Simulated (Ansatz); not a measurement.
AlAs: the gap under strain

AlAs, F-43m, a = 5.676 Å. Ansatz: PBEsol, PAW, 420 eV, Γ-centred 8×8×6 mesh on 4 atoms, Gaussian smearing 0.02 eV; no spin polarisation. Series: equal strain along all axes, cell held, atoms fixed by symmetry; x is the strain in per cent. The gap is sought over the whole zone.

| x (%) | gap y (eV) |
| --- | --- |
| -6.0 | 0.976 |
| -4.0 | 1.115 |
| -2.0 | 1.237 |
| 0.0 | 1.345 |
| 2.0 | 1.439 |
| 4.0 | ? |
| 6.0 | 0.634 |

Task: Fit y = E0 + c1 x + c2 x² to the other rows, give the deformation potential for this strain, and predict the missing gap.

Result: Least squares on the rows shown. y = 1.368 − 0.01726 x − 0.01595 x². The deformation potential is 100 c1 = -1.73 eV per unit strain of each axis, or a third of that, -0.58 eV, as the usual dE_g/d ln V. The two rows next to zero alone give 5.05 eV per unit strain, the better figure for small strains. With a term in x³ added, the coefficient of x becomes 0.04784, 377 % more, which shows how far this figure hangs on the form. At x = 4.0 the fit asked for gives 1.044 eV. The run gave 1.028 eV, so the fit is 0.016 eV too high, within the rms miss on the fitted rows (0.094 eV): the form describes this series only roughly. Note that the conduction bottom alone changes its slope among the fitted rows, as when another band takes over that edge.

Spin-orbit coupling is left out; it would lift a valence top of As p states by 0.1 to 0.15 eV. Semilocal functionals give gaps under the measured ones; changes of the gap mostly carry over better.

Cost: 7 runs of about 1.4 core-minutes in all, on Arm Neoverse V1 (shared hosts).